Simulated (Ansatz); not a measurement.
Trial structure of C, not yet relaxed:

```xyz
12
Lattice="4.8359 0.0000 0.0000 -2.4180 4.1880 0.0000 0.0000 0.0000 3.2861" Properties=species:S:1:pos:R:3 pbc="T T T"
C     1.4016    0.0000    0.0000
C    -0.7008    1.2139    2.1908
C     1.7171    2.9742    1.0954
C     3.4343    0.0000    1.6431
C    -1.7171    2.9742    0.5477
C     0.7008    1.2139    2.7385
C     0.0000    3.4193    2.4646
C    -0.5433    2.4783    1.3692
C     0.5433    2.4783    0.2738
C     2.4180    0.7687    0.8215
C     2.9612    1.7097    3.0123
C     1.8747    1.7097    1.9169
```

These are results of DFT PBE, scalar-relativistic, plane waves, PAW (Ansatz 0.2.0), not measurements. Settings: cutoff 420 eV, Γ-centred mesh 6×6×6 on the computed 12-atom cell, Gaussian smearing of 0.10 eV; no spin polarisation.

Energies count from the standard state of C at the same level.

Task: What does a single point on this coarse mesh give?

Result: The pressure is 36.1 GPa (the mean over three directions, positive in compression), the largest force is 0.60 eV/Å, and the energy is +0.58 eV/atom against the standard state. The shortest distance is 1.50 Å.

Task: How much does it gain on relaxing, and where does it end?

Result: Relaxing gains about 0.06 eV/atom in 10 ionic steps and ends at +0.524 eV/atom on the finer mesh. The symmetry stays P6_522 (No. 179). The volume per atom grows by 8.2 %, from 5.5 to 6.0 Å³. The shortest distance goes from 1.50 Å (C–C) to 1.53 Å (C–C). Conventional cell: a = 4.919 Å, c = 3.437 Å. C on its first site has 4 C at 1.53–1.55 Å; C on its second site is surrounded by 4 C at 1.55–1.60 Å.

The last run used a 6×6×8 mesh (in the run's order of axes) for its 12-atom cell and Gaussian smearing of 0.02 eV. The reference form of C is held partly by dispersion forces, which this level lacks. The relaxation can't lower the symmetry of the start. Symmetry constrained the relaxation, so the result can be a saddle point. Another cell of C relaxed alike, in P6_3/mmc, lies 0.36 eV/atom lower, so this cell isn't the stable form at this level.
